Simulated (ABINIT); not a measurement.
BP:

```
P B
1.0
     0.00000    2.26900    2.26900
     2.26900    0.00000    2.26900
     2.26900    2.26900    0.00000
P B
1 1
Cartesian
  3.4035 3.4035 3.4035
  0.0000 0.0000 0.0000
```

Base run:

| Property | Result |
| --- | --- |
| Program | ABINIT 10.8.3 (patched build) |
| Functional | LDA-Teter |
| Potentials or basis | JTH PAW LDA v2.0 |
| Cutoff | 544 eV |
| k mesh | 10 × 10 × 10 |
| Occupations | fermi-dirac, width 0.05 eV |
| Spin | no spin polarisation |

Its results: band gap on the k mesh 1.19 eV, indirect (least direct gap 3.38 eV); pressure -5.2 GPa.

Problem. After a change of settings the same cell gave: band gap on the k mesh 1.44 eV, indirect (least direct gap 3.49 eV); pressure 5.2 GPa. Which change was it?
A. functional from LDA-Teter to LDA; k mesh from 10 × 10 × 10 to 4 × 4 × 4
B. functional from LDA-Teter to WC; potentials or basis from JTH PAW LDA v2.0 to PseudoDojo NC SR PBEsol v0.4.1 standard; cutoff from 544 eV to 1034 eV
C. functional from LDA-Teter to HLE16; potentials or basis from JTH PAW LDA v2.0 to JTH PAW PBE v2.0
D. functional from LDA-Teter to rPW86PBE; potentials or basis from JTH PAW LDA v2.0 to PseudoDojo NC SR PBE v0.4.1 standard; cutoff from 544 eV to 1034 eV

Solution. D.

Caveats: the potentials were made for another functional, which shifts forces and pressure (some runs).
